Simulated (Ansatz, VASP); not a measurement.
Two plane-wave programs on Sn

```
Sn
1.0
    -1.89934    1.89934    1.56422
     1.89934   -1.89934    1.56422
     1.89934    1.89934   -1.56422
Sn
1
Direct
  0.00000 0.00000 0.00000
```

Alike in both runs: task single point; functional PBE; k mesh 18 × 18 × 18; occupations gaussian, width 0.1 eV; no spin polarisation.

|  | VASP | Ansatz |
| --- | --- | --- |
| version | VASP 6.6.1 | Ansatz 0.2.0 |
| potentials or method | VASP PAW PBE potentials, release 64 (Sn_d) | scalar-relativistic, plane waves, PAW |
| plane-wave cutoff (eV) | 520 | 420 |
| valence electrons in the cell | 14 | 14 |

|  | VASP | Ansatz | Ansatz less VASP |
| --- | --- | --- | --- |
| gap on the k mesh at the Fermi level (eV) | none | none | - |
| pressure (GPa) | 16.5 | 16.5 | +0.04 |
| largest component of the traceless stress (GPa) | 2.70 | 2.70 | +0.002 |

A gap of «none» marks a metal or a gap that the smearing closes.

Caveats: so large a pressure means that the cell lies far from this level's equilibrium, or that cutoff or potentials fall short (VASP).
